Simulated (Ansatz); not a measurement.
## CO2: Quadrupolar parameters

The cell is a Materials Project structure (computed, not necessarily an observed phase).

Space group R-3c:H (No. 167); a = 9.7835, c = 12.1555 Å, γ = 120.00°.

```
site  Wyckoff  site symmetry       x       y       z
  C1       6b            -3.  0.0000  0.0000  0.0000
  C3      18e             .2  0.0812  0.4145  0.4167
  O9      12c             3.  0.0000  0.0000  0.9040
 O13      36f              1  0.1446  0.3510  0.4539
```

One atom of each set is listed; the run and its k-mesh use a cell of 24 atoms with edges of 6.95, 6.95, 6.95 Å.

Level of theory: DFT, LDA, plane waves and PAW, scalar-relativistic, 420 eV cutoff, Γ-centred 4×4×4 k-points, Fermi–Dirac smearing 0.02 eV (Ansatz 0.2.0).

V_zz is the principal component of the electric field gradient with the largest magnitude, η = (V_xx − V_yy)/V_zz and C_Q = eQV_zz/h.

O-17: I = 5/2, Q = -25.58 mb. Q values from Pyykkö, Mol. Phys. 116, 1328 (2018).

(1) Give the quadrupolar parameters of the distinct sites.

## Answers

(1) 

| site | atoms | first shell | V_zz (10²¹ V/m²) | η | C_Q (MHz) |
| --- | --- | --- | --- | --- | --- |
| C1 | 2 | 2 O at 1.17 Å, angle 180° | -2.94 | 0.00 | – |
| C3 | 6 | 2 O at 1.17 Å, angle 180° | -2.94 | 0.00 | – |
| O9 | 4 | 1 C at 1.17 Å | 6.61 | 0.00 | -4.09 |
| O13 | 12 | 1 C at 1.17 Å | 6.56 | 0.02 | -4.06 |

An axis of threefold or higher order runs through C1 and O9, so V_zz lies along it and η is zero. At C3 V_zz points along the line of its two bonds (within 1°). At O13 V_zz points along its bond to C (within 1°).

C has no stable isotope with a ground-state quadrupole moment in the table, so no C_Q is given.

The largest force is 0.6 eV/Å, so the atoms aren't at the calculated equilibrium and relaxing them would move these values.
